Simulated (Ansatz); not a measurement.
Runs of Ansatz 0.2.0 on InSe. It takes space group P6_3/mmc (No. 194, hexagonal). The conventional cell has a = 4.050 Å, b = 4.050 Å, c = 16.930 Å, α = 90.00°, β = 90.00°, γ = 120.00°. In (site symmetry 3m) has 3 Se at 2.52 Å as nearest neighbours. Se (site symmetry 3m) has 3 In at 2.52 Å as nearest neighbours. 

```tsv
level	gap on the mesh (eV)	pressure (GPa)	relaxed volume (Å³/atom)
PBEsol	(b)	0.0	29.53
PBEsol+D3(BJ)-ATM	0.42	0.0	27.74
PBEsol+D4	0.40	0.0	28.20
PBEsol+D3(BJ)	(c)	0.0	(a)
```

Alike in all rows: task relaxation of cell and atoms; potentials or basis Ansatz PAW; no spin polarisation; cell relaxed; k mesh 8 × 8 × 2; cutoff (eV) 420; smearing fermi-dirac 0.05 eV.

Question: Estimate the missing entries.

Answer: (a) 27.58; (b) 0.43; (c) 0.44.

Caveats: the plane-wave basis is chosen anew once the cell has moved, so the energies of steps on either side of that aren't comparable; spin-orbit coupling is left out, which moves the levels of the heavy elements; the PAW data sets come from PBE, with cores solved anew for the run's functional, which leaves a small shift of forces and pressure; this functional lacks dispersion, which binds the layers, so the pressure and a relaxed spacing across them are unreliable (some runs).

A k mesh can miss the band edges, and the runs leave out spin-orbit coupling on In, Se.
